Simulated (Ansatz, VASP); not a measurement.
# NiTe2 in two plane-wave programs, part 2 of 2

Aim: how closely do two programs agree when they are given the same cell, functional and k mesh? The cell is taken from a series of runs on this material, whose earlier steps may have relaxed, scaled, displaced or heated it; both programs get it as it stands.

VASP 6.6.1 and Ansatz 0.2.0.

So far: The starting structure; VASP: relaxation of cell and atoms, r2SCAN with rVV10.

## (3) Ansatz: relaxation of cell and atoms, r2SCAN with rVV10

Level of this step: Ansatz beside VASP: Kohn-Sham DFT, plane waves, r2SCAN with rVV10 (Ansatz).

Ansatz runs on its default PAW (the set named soft_2) files.

The same cell, functional, mesh and smearing now go to Ansatz, which takes its cutoff from its data sets.

input.yaml

```yaml
crystal:
  lattice:
    - [6.38433589, 0.0, 0.0]
    - [0.0, 6.38433589, 0.0]
    - [0.0, 0.0, 6.38433589]
  atoms:
    - { symbol: Ni, position: [0.5, 0.5, 0.0] }
    - { symbol: Ni, position: [0.5, 0.0, 0.5] }
    - { symbol: Ni, position: [0.0, 0.5, 0.5] }
    - { symbol: Ni, position: [0.0, 0.0, 0.0] }
    - { symbol: Te, position: [0.13478842, 0.86521158, 0.36521158] }
    - { symbol: Te, position: [0.86521158, 0.36521158, 0.13478842] }
    - { symbol: Te, position: [0.36521158, 0.13478842, 0.86521158] }
    - { symbol: Te, position: [0.63478842, 0.63478842, 0.63478842] }
    - { symbol: Te, position: [0.86521158, 0.13478842, 0.63478842] }
    - { symbol: Te, position: [0.13478842, 0.63478842, 0.86521158] }
    - { symbol: Te, position: [0.63478842, 0.86521158, 0.13478842] }
    - { symbol: Te, position: [0.36521158, 0.36521158, 0.36521158] }
kpoints:
  mp_grid: { grid: [6, 6, 6] }
hamiltonian:
  xc: r2scan
  dispersion: rvv10
scf:
  occupations: { method: gaussian, width: 0.01 }
output:
  forces: true
  stress: true
  eigenvalues: true
relax:
  adjacent_minimum: "off"
  f_tol: 0.005
  max_steps: 60
  cell: { stress_tol: 0.03 }
```

The run is started by

```console
> ansatz run input.yaml --threads 4 --pin off --max-ram 16384MiB --backend cpu --events-out ev --progress --plain --runs-dir out
```

Numbers of over 12 decimals in the logs are rounded to 6 here.

Log:

```text
Engine: ansatz 0.2.0, aarch64-unknown-linux-gnu
Pseudopotentials: kind: paw
Pseudopotential: Ni, paw, valence charge 18, recommended cutoff 500 eV (meta_gga), Ni.paw.azcp
Pseudopotential: Te, paw, valence charge 16, recommended cutoff 500 eV (meta_gga), Te.paw.azcp
Functional definition: r2SCAN+rVV10
  parameter k0 = 0.174
  parameter k1 = 0.065
  parameter a1 = 4.9479
  exchange = r2scan_x(k0 = k0, k1 = k1, a1 = a1)
  correlation = r2scan_c + rvv10(11.95, 0.0093)
Crystal: 12 atoms, lattice volume = 260.224 Å³
Basis set: ecut = 500 eV, 6619 PW (Γ), exchange–correlation on 216×216×216 points (64 copies of the dense FFT grid, shifted against one another)
Bands: 120, of which v1, the nominal top of the filled ones, is band 100 counted from 1 (99 counted from 0)
Symmetry: 24 space group operations
Space group: Pa-3 (ITA 205), of the structure as read, at distance tolerance 6.4e-5 Å
k-points: 24 of 216
Non-local potential: Ni, projectors of the file, l = 0: 3, l = 1: 2, l = 2: 3, l = 3: 1
Non-local potential: Te, projectors of the file, l = 0: 2, l = 1: 2, l = 2: 2, l = 3: 2
PAW form: soft (Blöchl's): semilocal exchange-correlation on the pseudo side does not see the compensation charge
rVV10 density: all electrons in the spheres
PAW frozen core: Ni, regenerated for the run's functional (the file was generated under x = pbe(κ = 0.804, μ = 0.219515), c = pbe(β = 0.066725))
PAW frozen core: Te, regenerated for the run's functional (the file was generated under x = pbe(κ = 0.804, μ = 0.219515), c = pbe(β = 0.066725))
PAW one-centre angular grid: Ni, 590 points (default); XC on 160 Gauss nodes
PAW one-centre angular grid: Te, 590 points (default); XC on 160 Gauss nodes
Initial density: superposition of atomic densities (neutral atoms: chi_scale 0, normalization atom), corrected by the library's trained network
Initial wavefunctions: pseudopotential atomic-orbital guess
Functional: x = r2scan, c = r2scan + rvv10(b = 11.95, C = 0.0093); τ floored in thin density (d = 2e-4 eV/Å³)
SCF iter   1: F=—  HF=-79321.681539 eV  |F-HF|=—  |Δ(HF+E_count)|=         —  Δρ=1.80e-2  dr2=6.71e-1  dr2_τ=1.74e-1  ethr=1.77e-3  ⟨swp⟩=6.0  Hψ=10565  notcnv=0  defer=115
preconditioner: auto → Resta (q_TF=auto, 2.611 Å⁻¹)  ε∞=7.3  [insulator: Δε(μ)=0.051 eV  Ē_g=8.621 eV  σ=0.010 eV  W_gap=1.00  n_scr=80 (ndim 8)  ℏωp=21.6 eV  f_vac=0.000  D(μ)=0.04/eV (n_scr^D=0)  ε∞_Penn≈7.3]
SCF iter   2: F=—  HF=-79322.161985 eV  |F-HF|=—  |Δ(HF+E_count)|=   4.80e-1  Δρ=3.00e-2  dr2=1.77e0  dr2_τ=7.40e-3  ethr=3.35e-4  ⟨swp⟩=3.0  Hψ=4533  notcnv=0  defer=288  recentre
SCF iter   3: F=—  HF=-79321.995799 eV  |F-HF|=—  |Δ(HF+E_count)|=   1.66e-1  Δρ=8.59e-3  dr2=1.23e-1  dr2_τ=1.26e-3  ethr=3.35e-4  ⟨swp⟩=2.5  Hψ=3497  notcnv=0  defer=288
SCF iter   4: F=—  HF=-79321.995873 eV  |F-HF|=—  |Δ(HF+E_count)|=   7.37e-5  Δρ=2.59e-3  dr2=7.53e-3  dr2_τ=7.10e-4  ethr=6.17e-5  ⟨swp⟩=2.0  Hψ=3601  notcnv=0  defer=288
SCF iter   5: F=—  HF=-79321.998750 eV  |F-HF|=—  |Δ(HF+E_count)|=   2.88e-3  Δρ=8.78e-4  dr2=1.24e-3  dr2_τ=1.73e-5  ethr=3.77e-6  ⟨swp⟩=2.0  Hψ=3844  notcnv=0  defer=288
SCF iter   6: F=—  HF=-79321.999016 eV  |F-HF|=—  |Δ(HF+E_count)|=   2.66e-4  Δρ=3.62e-4  dr2=2.33e-4  dr2_τ=3.18e-6  ethr=6.19e-7  ⟨swp⟩=2.0  Hψ=2781  notcnv=0  defer=288
SCF iter   7: F=—  HF=-79321.999110 eV  |F-HF|=—  |Δ(HF+E_count)|=   9.37e-5  Δρ=2.01e-4  dr2=7.03e-5  dr2_τ=2.00e-7  ethr=1.17e-7  ⟨swp⟩=2.0  Hψ=3775  notcnv=0  defer=288
SCF iter   8: F=—  HF=-79321.999170 eV  |F-HF|=—  |Δ(HF+E_count)|=   6.06e-5  Δρ=9.18e-5  dr2=1.54e-5  dr2_τ=9.36e-8  ethr=3.51e-8  ⟨swp⟩=1.0  Hψ=2592  notcnv=0  defer=288
SCF iter   9: F=-79321.999170 eV  HF=-79321.999170 eV  |F-HF|=3.65e-9  |Δ(HF+E_count)|=   4.24e-7  Δρ=5.02e-6  dr2=6.42e-8  dr2_τ=1.47e-9  ethr=5.00e-11  ⟨swp⟩=11.3  Hψ=16670  notcnv=0
SCF 1 converged in 9 iterations: F = -79321.999170 eV  dr2 = 6.42e-8
  greatest PAW one-centre occupation: 1.001 electrons in one spin orbital (limit 2), on the Ni atom at site 3 (counted from 0), in its partial waves of l = 1
relax step   1: F+E_penalty+E_count = -79321.99916982 eV  Δ(F+E_penalty+E_count) = +0.000e0 eV  max|allowed force component| = 3.082e-3 eV/Å  Δτ_max = 0.0000 Å  P = -1.129 GPa  Ω = 260.224 Å³  (9 SCF iters, dr2 threshold 1.00e-7 eV, accepted)
Crystal: 12 atoms, lattice volume = 253.556 Å³
Basis set: ecut = 500 eV, 6451 PW (Γ), exchange–correlation on 216×216×216 points (64 copies of the dense FFT grid, shifted against one another)
rVV10 density: all electrons in the spheres
Initial density: handed on by an earlier stage of this run
Initial wavefunctions: those handed on with the density
iter 1 solved again at ethr=7.41e-5 eV; its pass at ethr=3.10e-3 eV (dr2=1.48e-1 eV) is discarded
SCF iter   1: F=—  HF=-79321.936554 eV  |F-HF|=—  |Δ(HF+E_count)|=         —  Δρ=6.68e-3  dr2=1.48e-1  dr2_τ=4.86e-2  ethr=7.41e-5  ⟨swp⟩=2.7  Hψ=12059  notcnv=0
[...]
basis re-selected at this cell: Δ(F+E_penalty+E_count) = +1.153e-3 eV, ΔP = -0.004 GPa vs the last step (what re-selecting the basis moved, of the pressure what is left beyond the Pulay correction that the steps carried, after the strain that the cell walked since its last selection, with what the two solves' SCF thresholds leave and, on support functions, any second-order correction that the steps lacked; it is no m [...]
SCF converged after 7 iterations
Free energy (F): -79322.011294 eV
Harris-Foulkes:  -79322.011294 eV  (|F-HF|=4.37e-11)
Internal energy: -79322.011294 eV  (E = F + TS)
E sigma→0 (E₀):  -79322.011294 eV
Fermi energy:    13.506824 eV
--- Per-component energies (eV) ---
  E_band       = -3239.324156
  E_kinetic    = 2583.817392
  E_local      = -25627.281012  (includes V_loc(G=0)·N_el)
  E_nonlocal   = 100.478982
  E_hartree    = 13193.512082
  E_xc         = -1217.972961
  E_vxc        = -1357.479595  (∫ρ·V_xc dr)
  E_paw        = -44090.430482  (= ΣΔE_a)
  E_vpaw       = -5413.956506  (= ΣTr[D̂ρ^β])
  E_aug_tail   = 0.000929  (compensation charges beyond the density's cutoff)
  E_vtau       = 88.071042  (kinetic-family band-sum trace: ∫τ·v_τ [+ j·A + Jᵃ·Aᵃ] dr)
  E_ewald      = -24265.214793
  E_core_change = 1.078569  (= ΣΔE_core)
  E_smearing   = -0.000000  (= −TS)
  E_closure    = -0.000000  (closes the sum)
  Σ components = -79322.011294   (vs F -79322.011294, Δ=0.00e0)
--- Forces (eV/Å), atoms counted from 1 ---
  atom   1  Ni     0.00000000     0.00000000     0.00000000
  atom   2  Ni    -0.00000000     0.00000000    -0.00000000
  atom   3  Ni    -0.00000000    -0.00000000     0.00000000
  atom   4  Ni    -0.00000000     0.00000000    -0.00000000
  atom   5  Te     0.00080096    -0.00080096    -0.00080096
  atom   6  Te    -0.00080096    -0.00080096     0.00080096
  atom   7  Te    -0.00080096     0.00080096    -0.00080096
  atom   8  Te     0.00080096     0.00080096     0.00080096
  atom   9  Te    -0.00080096     0.00080096     0.00080096
  atom  10  Te     0.00080096     0.00080096    -0.00080096
  atom  11  Te     0.00080096    -0.00080096     0.00080096
  atom  12  Te    -0.00080096    -0.00080096    -0.00080096
  max |Σ_I F_I| component: 1.19e-18 eV/Å
--- Stress (GPa, compression-positive) ---
       -0.001957      -0.000000       0.000000
       -0.000000      -0.001957      -0.000000
        0.000000      -0.000000      -0.001957
  P = ⅓ Tr σ = -0.0020 GPa (-0.020 kbar)
--- Band table (eV; the first three rows and the last of 24) ---
  k-point 0: bands = [... 96 lower, 12.3613, 12.3613, 12.3613, 12.3941, 14.3520, 14.3520, 14.3520, 15.4527, ... 16 higher]
  k-point 1: bands = [... 96 lower, 12.3352, 12.4142, 12.4495, 12.6562, 14.4871, 14.5120, 14.5629, 14.6287, ... 16 higher]
  k-point 2: bands = [... 96 lower, 12.5094, 12.6353, 12.6478, 13.1394, 14.1418, 14.5005, 14.6412, 14.7449, ... 16 higher]
  k-point 23: bands = [... 96 lower, 12.4807, 12.4807, 12.4807, 12.4807, 14.2042, 14.2042, 14.2042, 14.2042, ... 16 higher]
--- Relaxed structure (4 steps of the walk, 3 accepted, 1 SCFs on fresh bases) ---
  F+E_penalty+E_count = -79322.01129358 eV   max|allowed force component| = 8.010e-4 eV/Å   (the final SCF, on the basis selected at the relaxed cell)
  cell:  # Å, volume = 256.8391 Å³
    - [6.356534, 0, 0]
    - [0, 6.356534, 0.0]
    - [0.0, 0.0, 6.356534]
  atoms:
    - { symbol: Ni, position: [0.5, 0.5, 0] }
    - { symbol: Ni, position: [0.5, 0, 0.5] }
    - { symbol: Ni, position: [0, 0.5, 0.5] }
    - { symbol: Ni, position: [0, 0, 0] }
    - { symbol: Te, position: [0.135019, 0.864981, 0.364981] }
    - { symbol: Te, position: [0.864981, 0.364981, 0.135019] }
    - { symbol: Te, position: [0.364981, 0.135019, 0.864981] }
    - { symbol: Te, position: [0.635019, 0.635019, 0.635019] }
    - { symbol: Te, position: [0.864981, 0.135019, 0.635019] }
    - { symbol: Te, position: [0.135019, 0.635019, 0.864981] }
    - { symbol: Te, position: [0.635019, 0.864981, 0.135019] }
    - { symbol: Te, position: [0.364981, 0.364981, 0.364981] }
```

Reading the cycles: dr2 is the Hartree energy of the density residual (eV), the measure of convergence; HF is the Harris–Foulkes estimate of the energy, which meets the free energy F at convergence.

## (4) Comparison

Known differences besides the potentials themselves: VASP keeps PBE cores, Ansatz makes them for the functional; the data sets hold 200 valence electrons in Ansatz (on its default PAW (the set named soft_2) files) and 88 in VASP; the cutoff is 500 eV in Ansatz and 660 eV in VASP; Ansatz adds a Pulay correction to the stress that steers its cell, VASP none. Total energies have different zeros and are not compared.

The two programs side by side:

```
                                         quantity  Ansatz    VASP  difference
                                      volume (Å³)  256.84  257.69     -0.33 %
edge a after relaxation, in the typed setting (Å)   6.356   6.364     -0.11 %
```

## (5) Outcome

- difference in volume (relaxation of cell and atoms, r2SCAN with rVV10): -0.33 %

What this shows: The difference in volume is -0.33 % (relaxation of cell and atoms, r2SCAN with rVV10), within the 1.2 % picked in this series as the mark of a large difference, as far as the stopping tolerances let one tell. The data sets hold unlike numbers of valence electrons (200 in Ansatz and 88 in VASP), so part of the differences comes from the potentials. How closely two codes agree says nothing of how well the functional describes the real material.

[Lines on the potential files, build, host, timing and source positions are cut from VASP's logs without a mark.]

[Logs are printed without paths, hosts, clocks, repeated set-up lines and the standing remarks that a program may print on its own settings, such as how far it seeks lower states.]

[Hosts, paths, dates, database ids (printed as entryN), source tags and the programs' standing remarks are cut or masked in the printed files.]
